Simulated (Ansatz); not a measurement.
## ZnCu under changes of volume

One of the cells (12.771 Å³/atom); the others are scaled copies at fixed shape and fractional positions:

```
Zn Cu
1.0
     2.94500    0.00000    0.00000
     0.00000    2.94500    0.00000
     0.00000    0.00000    2.94500
Zn Cu
1 1
Cartesian
  1.4725 1.4725 1.4725
  0.0000 0.0000 0.0000
```

- Program: Ansatz 0.2.0
- Functional: LDA
- Potentials or basis: all-electron LAPW, scalar-relativistic
- Cutoff: 296 eV (chosen from the basis error)
- Basis error allowed: 0.001 eV/atom
- k mesh: 9 × 9 × 9
- Occupations: fermi-dirac, width 0.05 eV
- Spin: no spin polarisation

```csv
volume (Å³/atom),energy over the lowest point (meV/atom),pressure (GPa)
12.005,0.00,-2.1
12.260,5.71,-5.0
12.516,15.68,-7.5
12.771,29.40,-9.6
13.026,46.39,-11.6
13.282,66.25,-13.2
13.537,?,?
```

Problem. What does the run at 13.537 Å³/atom give?

Solution. Energy over the lowest point 88.60 meV/atom; pressure -14.7 GPa.

Worked out: A Birch-Murnaghan fit of order 3 (a polynomial in V^(-2/3)) to the other rows has its minimum at 11.84 Å³/atom, just outside them, with B0 = V·E''(V) = 156 GPa and B' = 5.2. It gives 88.53 meV/atom at 13.537 Å³/atom, against the run's 88.60, and -dE/dV = -14.7 GPa, against -14.7.

Energies are extrapolated to zero smearing.
